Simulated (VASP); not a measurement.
# Cr (Im-3m) in VASP: core levels with PBEsol

Aim: the core levels of Cr with PBEsol.

All numbers are computed with VASP 6.6.1; they aren't measurements. Logs are shortened: lines on timing, memory, paths and dates and some standing lists are left out, and cuts for length are marked.

### Step 1. The structure

Symmetry: Im-3m, No. 229, cubic system. Conventional cell: a = 2.884 Å, b = 2.884 Å, c = 2.884 Å, α = 90.00°, β = 90.00°, γ = 90.00°. Around Cr (site symmetry m-3m) lie 8 Cr at 2.50 Å.

### Step 2. Core levels, PBEsol, collinear spin, ferromagnetic start

INCAR reads:

```
PREC = Accurate
ENCUT = 520
EDIFF = 1E-7
ISMEAR = -1
SIGMA = 0.05
LREAL = False
LASPH = True
NELM = 100
ALGO = Normal
ISIF = 2
LWAVE = False
LCHARG = False
ISPIN = 2
MAGMOM = 2
LORBIT = 11
LMAXMIX = 4
GGA = PS
ICORELEVEL = 1
```

KPOINTS reads:

```
Automatic mesh
0
Gamma
  16 16 16
```

POSCAR reads:

```
Cr
1.0
   -1.4419500000      1.4419500000      1.4419500000
    1.4419500000     -1.4419500000      1.4419500000
    1.4419500000      1.4419500000     -1.4419500000
Cr
1
Direct
    0.0000000000      0.0000000000      0.0000000000
```

Potentials or basis: VASP PAW PBE potentials, release 64 (Cr_pv).

Run with:

```sh
$ cat potpaw_PBE.64/Cr_pv/POTCAR > POTCAR
$ mpirun -np 1 vasp_std > vasp.out
```

OUTCAR:

```text
PREC = Accurate
   ENCUT = 520
   EDIFF = 1E-7
   ISMEAR = -1
   LREAL = False
   LASPH = True
   NELM = 100
   ISIF = 2
   ISPIN = 2
   LORBIT = 11
   GGA = PS

 ion  position               nearest neighbor table
   1  0.000  0.000  0.000-

  LATTYP: Found a body centered cubic cell.
 ALAT       =     2.8839000000

  Lattice vectors:

 A1 = (  -1.4419500000,   1.4419500000,   1.4419500000)
 A2 = (   1.4419500000,  -1.4419500000,   1.4419500000)
 A3 = (   1.4419500000,   1.4419500000,  -1.4419500000)

Analysis of symmetry for initial positions (statically):
=====================================================================
 Subroutine PRICEL returns:
 Original cell was already a primitive cell.

 Routine SETGRP: Setting up the symmetry group for a
 body centered cubic supercell.

 Subroutine GETGRP returns: Found 48 space group operations
 (whereof 48 operations were pure point group operations)
 out of a pool of 48 trial point group operations.

The static configuration has the point symmetry O_h .

Analysis of symmetry for dynamics (positions and initial velocities):
=====================================================================
 Subroutine PRICEL returns:
 Original cell was already a primitive cell.

 Routine SETGRP: Setting up the symmetry group for a
 body centered cubic supercell.

 Subroutine GETGRP returns: Found 48 space group operations
 (whereof 48 operations were pure point group operations)
 out of a pool of 48 trial point group operations.

The dynamic configuration has the point symmetry O_h .

Analysis of structural, dynamic, and magnetic symmetry:
=====================================================================
 Subroutine PRICEL returns:
 Original cell was already a primitive cell.

 Routine SETGRP: Setting up the symmetry group for a
 body centered cubic supercell.

 Subroutine GETGRP returns: Found 48 space group operations
 (whereof 48 operations were pure point group operations)
 out of a pool of 48 trial point group operations.

The overall configuration has the point symmetry O_h .

 Subroutine INISYM returns: Found 48 space group operations
 (whereof 48 operations are pure point group operations),
 and found     1 'primitive' translations

----------------------------------------------------------------------------------------

                                     Primitive cell

  volume of cell :      11.9925
[... 113 lines left out ...]
   LHFCALC =     F    Hartree Fock is set to
   AEXX    =    0.0000 exact exchange contribution
   IVDW    =     0    specifies the selected vdW correction
   LEPSILON=     F    determine dielectric tensor
   LRPA    =     F    only Hartree local field effects (RPA)
 spin polarized calculation
  energy-cutoff  :      520.00
  volume of cell :       11.99
 maximum number of plane-waves:       336
   NGX =  9   NGY =  9   NGZ =  9

 number of electron      11.9999992 magnetization       0.0000049

 number of electron      11.9999992 magnetization      -0.0000008

 Free energy of the ion-electron system (eV)
  ---------------------------------------------------
  ext. energy  EPLUGINS =         0.00000000
  ---------------------------------------------------
  free energy    TOTEN  =       -10.19500057 eV

  energy without entropy =      -10.18940789  energy(sigma->0) =      -10.19220423

 the core state eigenenergies are
   1-  1s  -5868.6539  2s   -656.0036  2p   -549.4857  3s    -61.4933

 E-fermi :  10.2599     XC(G=0): -13.6154

 val. band max:       10.2578822235   @ k =  -0.2500   0.3125   0.1250
 cond. band min:      10.2717057712   @ k =  -0.3125   0.3125   0.1875
 fundamental gap:      0.0138235477
 Fermi energy:        10.2599432571

 spin component 1

 k-point     1 :       0.0000    0.0000    0.0000
  band No.  band energies     occupation
      1     -32.3391      1.00000
      2     -32.3391      1.00000
      3     -32.3391      1.00000
      4       2.5532      1.00000
      5       9.4319      1.00000
      6       9.4319      1.00000
      7       9.4319      1.00000
      8      11.3577      0.00000
      9      11.3577      0.00000
     10      17.3540      0.00000
     11      32.2976      0.00000
[... 267 lines left out ...]
 k-point    21 :       0.3750    0.1250    0.0000
  band No.  band energies     occupation
      1     -33.0964      1.00000
      2     -32.6272      1.00000
      3     -32.3859      1.00000
      4       6.4021      1.00000
      5       8.0584      1.00000
      6       9.7453      0.99997

 Fermi energy:        10.2599432571

 spin component 2

 k-point     1 :       0.0000    0.0000    0.0000
  band No.  band energies     occupation
      1     -32.3391      1.00000
      2     -32.3391      1.00000
      3     -32.3391      1.00000
      4       2.5532      1.00000
      5       9.4319      1.00000
      6       9.4319      1.00000
      7       9.4319      1.00000
      8      11.3577      0.00000
      9      11.3577      0.00000
     10      17.3540      0.00000
     11      32.2976      0.00000
[... 309 lines left out ...]
 k-point    24 :       0.2500    0.1875    0.0000
  band No.  band energies     occupation
      1     -32.9814      1.00000
      2     -32.6001      1.00000
      3     -32.4080      1.00000
      4       6.5993      1.00000
      5       8.1734      1.00000
      6       8.7144      1.00000
      7      11.0438      0.00000
      8      11.7672      0.00000
      9      13.3485      0.00000
     10      17.3532      0.00000
     11      23.5721      0.00000

 [... further k-points ...]
[... 5 lines left out ...]
  --------------------------------------------------------------------------------------
  -------------------------------------------------------------------------------------
  Total       -1.3557613     -1.3557613     -1.3557613      0.0000000     -0.0000000      0.0000000
  in kB     -181.1270149   -181.1270149   -181.1270149      0.0000000     -0.0000000      0.0000000
  external PRESSURE =    -181.1270149 kB  Pullay stress =       0.0000000 kB

 VOLUME and BASIS-vectors are now :
 -----------------------------------------------------------------------------
  energy-cutoff  :      520.00
  volume of cell :       11.99
      direct lattice vectors                 reciprocal lattice vectors
    -1.441950000  1.441950000  1.441950000     0.000000000  0.346752661  0.346752661
     1.441950000 -1.441950000  1.441950000     0.346752661  0.000000000  0.346752661
     1.441950000  1.441950000 -1.441950000     0.346752661  0.346752661  0.000000000

 POSITION                                       TOTAL-FORCE (eV/Angst)
 -----------------------------------------------------------------------------------
      0.00000      0.00000      0.00000        -0.000000      0.000000     -0.000000
 -----------------------------------------------------------------------------------
    total drift:                                0.000000     -0.000000      0.000000

  FREE ENERGIE OF THE ION-ELECTRON SYSTEM (eV)
  ---------------------------------------------------
  free  energy   TOTEN  =       -10.1950005660 eV

  energy  without entropy=      -10.1894078939  energy(sigma->0) =      -10.19220423

 total charge

# of ion       s       p       d       tot
------------------------------------------
    1        0.418   6.386   4.170  10.974

 magnetization (x)

# of ion       s       p       d       tot
------------------------------------------
    1        0.000   0.000  -0.000  -0.000
```

OSZICAR:

```text
N       E                     dE             d eps       ncg     rms          rms(c)
DAV:   1     0.799098911138E+02    0.79910E+02   -0.72696E+03  6388   0.130E+03
DAV:   2    -0.102125609116E+02   -0.90122E+02   -0.87337E+02  6428   0.314E+02
DAV:   3    -0.114640690494E+02   -0.12515E+01   -0.12342E+01  7115   0.449E+01
DAV:   4    -0.114714425468E+02   -0.73735E-02   -0.73724E-02  7280   0.351E+00
DAV:   5    -0.114715319996E+02   -0.89453E-04   -0.89451E-04  7100   0.359E-01    0.164E+01
DAV:   6    -0.101863188628E+02    0.12852E+01   -0.69510E+00  6683   0.414E+01    0.357E+00
DAV:   7    -0.102046313387E+02   -0.18312E-01   -0.17962E-01  6793   0.427E+00    0.181E+00
DAV:   8    -0.101993834039E+02    0.52479E-02   -0.47896E-03  6913   0.928E-01    0.955E-01
DAV:   9    -0.101948384810E+02    0.45449E-02   -0.17820E-03  6977   0.652E-01    0.171E-01
DAV:  10    -0.101949946494E+02   -0.15617E-03   -0.29510E-04  6563   0.184E-01    0.358E-02
DAV:  11    -0.101950011791E+02   -0.65297E-05   -0.66276E-06  7025   0.358E-02    0.155E-02
DAV:  12    -0.101950011009E+02    0.78193E-07   -0.10053E-06  6674   0.947E-03    0.433E-03
DAV:  13    -0.101950006936E+02    0.40733E-06   -0.24755E-07  6393   0.645E-03    0.105E-03
DAV:  14    -0.101950005662E+02    0.12738E-06   -0.17714E-08  3292   0.167E-03    0.191E-04
DAV:  15    -0.101950005660E+02    0.22033E-09   -0.83596E-10  3238   0.386E-04
   1 F= -.10195001E+02 E0= -.10192204E+02  d E =-.559267E-02  mag=    -0.0000
```

Run time: 24 s. Hardware: 1 thread of Intel Xeon Platinum 8488C (Sapphire Rapids), shared host; peak memory 0.15 GiB.

What came out:

```
Free energy                                           : -10.1950 eV
Pressure                                              : -18.1 GPa
Band gap on the k mesh                                : none (metal or under the smearing width)
Net moment                                            : 0.00 μB per cell
Valence electrons inside the program's atomic spheres : Cr 10.97
```

Core levels (eV, on the scale of the bands):
| atom | levels |
| --- | --- |
| 1 Cr | 1s -5868.7, 2s -656.0, 2p -549.5, 3s -61.5 |

Caveat: the starting moments collapsed, and a magnetic state may lie lower; so large a pressure means that the cell lies far from this level's equilibrium, or that cutoff or potentials fall short; the potentials were made for another functional, which shifts forces and pressure.
